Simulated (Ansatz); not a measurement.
NaF: vacancies and the chemical potential

Theory: DFT r2SCAN, scalar-relativistic, plane waves, PAW (Ansatz).

Plane waves to 500 eV, a k mesh through Γ of 6×6×6 on the computed 15-atom cell and Gaussian smearing (0.10 eV); no spin polarisation.

The ordered crystal (Fm-3m, 12.12 Å³/atom, a gap on the mesh of 7.28 eV), relaxed at this level:

```
CELL_PARAMETERS angstrom
0.00000 2.29707 2.29707
2.29707 0.00000 2.29707
2.29707 2.29707 0.00000
ATOMIC_POSITIONS crystal
Na 0.00000 0.00000 0.00000
F 0.50000 0.50000 0.50000
```

The crystal stands on its own mesh of 8×8×8. The changed cells were relaxed on coarser meshes and computed once more on meshes like the one named, which can leave forces up to 0.25 eV/Å.

The crystal forms from the elements' standard states with -2.951 eV/atom, or -5.90 eV per F. From a supercell of 16 atoms neutral F atoms were removed at random and the cells relaxed:

| F removed | energy a vacancy, F-rich (eV) | volume / perfect | gap on mesh (eV) |
| --- | --- | --- | --- |
| 1 | 7.18 | 1.045 | 0.00 |
| 2 | 6.67 | 1.083 | 0.00 |

Task: Over what range can the formation energy of the neutral F vacancy move?

Result: With k vacancies in the cell, E_v = [E(defect cell) − E(perfect cell)]/k + μ(F). With μ counted from the standard state, the compound is stable against the two elements for -5.90 eV ≤ Δμ ≤ 0, so for the most dilute cell E_v runs from 7.18 eV (F-rich) to 7.18 − 5.90 = 1.28 eV (Na-rich). At 1000 K the site fraction 1/[1 + exp(E_v/k_BT)] spans 6e-37 to 3e-7. Other phases of the two elements can narrow the range. Vacancies of Na, antisites and interstitials weren't computed and can be far cheaper. Even the most dilute cell lacks 12.5 % of its F, far from an isolated defect.

Task: Turn Δμ into temperature and pressure of F₂.

Result: For an ideal gas Δμ = ½[H(T) − H(0) − T S(T)] + ½ k_BT ln(p/1 bar), with H(298 K) − H(0) = 8.8 kJ/mol, S(298 K) = 202.8 J/(mol K) and a constant C_p = 31.3 J/(mol K):
| T (K) | p (bar) | Δμ (eV) | E_v (eV) | site fraction |
| --- | --- | --- | --- | --- |
| 800 | 1 | -0.84 | 6.34 | 1e-40 |
| 800 | 1e-10 | -1.64 | 5.55 | 1e-35 |
| 800 | 1e-20 | -2.43 | 4.76 | 1e-30 |
| 1200 | 1 | -1.34 | 5.84 | 3e-25 |
| 1200 | 1e-10 | -2.53 | 4.65 | 3e-20 |
| 1200 | 1e-20 | -3.72 | 3.46 | 3e-15 |

Below Δμ = -5.90 eV the compound isn't stable against Na and gas. The solid's vibrations, the molecule's zero-point energy, charged vacancies (often cheaper in a gapped crystal) and the functional's error for F₂ are left out.

With 2 vacancies the cost is 6.67 eV each against 7.18 eV: in these draws vacancies lower each other's cost, a drive to cluster or to part into a phase poorer in F.

A cell with an odd number of electrons, run without spin, has no gap by construction; a spin-polarised state may open one and lie lower.

Spin polarisation was left out, and a magnetic state may lie lower.

Cost: 5 runs of about 73 core-minutes in all (earlier runs that led there not counted), on AMD EPYC 7571 (shared hosts).